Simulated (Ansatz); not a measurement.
Crystal: Te2Mo.

```xyz
6
Lattice="3.5182 0.0000 0.0000 -1.7591 3.0469 0.0000 0.0000 0.0000 13.9736" Properties=species:S:1:pos:R:3 pbc="T T T"
Te    1.7591    1.0156    5.2960
Te    0.0000    2.0312   12.2828
Te    1.7591    1.0156    1.6908
Te    0.0000    2.0312    8.6776
Mo    1.7591    1.0156   10.4802
Mo    0.0000    2.0312    3.4934
```

- Program: Ansatz 0.2.0
- Task: relaxation of cell and atoms
- Functional: r2SCAN
- Dispersion: D4
- Potentials or basis: Ansatz PAW
- Cutoff: 500 eV (not typed: the program's choice for these potentials)
- k mesh: 9 × 9 × 2
- Occupations: fermi-dirac, width 0.05 eV
- Spin: no spin polarisation

At the start: volume 24.96 Å³/atom.

Problem. How do energy, volume and symmetry change on relaxing?

Solution. It ends after 5 steps and the volume is 25.87 Å³/atom (+3.6 %); space group P6_3/mmc (No. 194, to 0.05 Å).

Step by step:
| step | energy change (eV) | largest force (eV/Å) | volume (Å³) |
| --- | --- | --- | --- |
| 1 | 0.0000 | 0.0733 | 149.79 |
| 2 | -0.0185 | 0.0938 | 156.08 |
| 3 | -0.0214 | 0.0091 | 155.26 |
| 4 | -0.0214 | 0.0002 | 155.25 |
| 5 | -0.0226 | 0.0002 | 155.25 |

Final structure:
```xyz
6
Lattice="3.5463 0.0000 0.0000 -1.7732 3.0712 0.0000 0.0000 0.0000 14.2542" Properties=species:S:1:pos:R:3 pbc="T T T"
Te    1.7732    1.0237    5.3557
Te    0.0000    2.0475   12.4828
Te    1.7732    1.0237    1.7714
Te    0.0000    2.0475    8.8985
Mo    1.7732    1.0237   10.6906
Mo    0.0000    2.0475    3.5635
```

Caveat: the plane-wave basis is chosen anew once the cell has moved, so the energies of steps on either side of that aren't comparable; the PAW data sets come from PBE, with cores solved anew for the run's functional, which leaves a small shift of forces and pressure.
